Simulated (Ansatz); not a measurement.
SnO: random displacements

All numbers below come from Ansatz 0.2.0, DFT PBEsol+D3(BJ), scalar-relativistic, plane waves, PAW. Settings: plane waves to 420 eV, k-mesh 12×12×10 (Γ-centred), Gaussian smearing 0.15 eV. No spin polarisation. Energies are free energies at this smearing, counted from the undisturbed cell; pressure is positive in compression.

Reference structure (as given, not relaxed at this level):

```
Sn O
1.0
     3.80200    0.00000    0.00000
     0.00000    3.80200    0.00000
     0.00000    0.00000    4.83600
Sn O
2 2
Direct
  0.00000 0.50000 0.23850
  0.50000 0.00000 0.76150
  0.00000 0.00000 0.00000
  0.50000 0.50000 0.00000
```

After a displacement of all atoms with no net shift and a strain of the cell, the run gives ΔE = 37.0 meV/atom; stress (xx, yy, zz, yz, xz, xy; compression positive) (-3.62, -3.39, -4.50, 0.06, 1.66, -0.41) GPa.

| atom | Fx (eV/Å) | Fy | Fz |
| --- | --- | --- | --- |
| Sn1 | 0.281 | -0.175 | -0.292 |
| Sn2 | -0.167 | -0.260 | 0.595 |
| O3 | 0.245 | 1.216 | -0.265 |
| O4 | -0.359 | -0.781 | -0.038 |

Question: Which displacements (Å, in the unstrained cell) and strain were applied?

Answer:
```
atom ux uy uz
 Sn1  -0.04   0.01   0.03
 Sn2   0.02   0.05  -0.04
  O3  -0.01  -0.12   0.00
  O4   0.03   0.06   0.01
```
Strain (Voigt, engineering shear): (0.0142, -0.0038, -0.0065, -0.0202, -0.0194, 0.0104).

Cost: 1 run of about 2.3 core-minutes, on Arm Neoverse V1 (shared hosts).